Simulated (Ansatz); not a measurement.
GaP in Ansatz: convergence with xc grid

Crystal: GaP.

```xyz
2
Lattice="0.0000 2.7252 2.7252 2.7252 0.0000 2.7252 2.7252 2.7252 0.0000" Properties=species:S:1:pos:R:3 pbc="T T T"
Ga    0.0000    0.0000    0.0000
P     4.0879    4.0879    4.0879
```

```yaml
Program: Ansatz 0.2.0
Task: convergence study
Functional: LDA
Potentials_or_basis: all-electron LAPW, scalar-relativistic
Cutoff: 279 eV (chosen from the basis error)
Basis_error_allowed: 0.001 eV/atom
k_mesh: 8 × 8 × 8
Occupations: fermi-dirac, width 0.05 eV
Spin: no spin polarisation
```

These are the settings of the first run; the series varies xc grid, with any setting tied to it.

Hardware: 1 thread of Arm Neoverse V1, with other jobs on the host.

```
xc grid  energy less the tightest run, at zero smearing (meV/atom)  SCF cycles  CPU time (s)  peak memory (GiB)
      1                                                       0.00           7           9.7               0.25
      2                                                       0.00           7            10               0.25
      3                                                       0.00           7           9.9               0.25
      4                                                       0.00           7           9.9               0.25
```

Against the tightest run, the energy stays within 1 meV/atom from 1 on. The tightest run that finished is the yardstick and may itself not be fully converged.
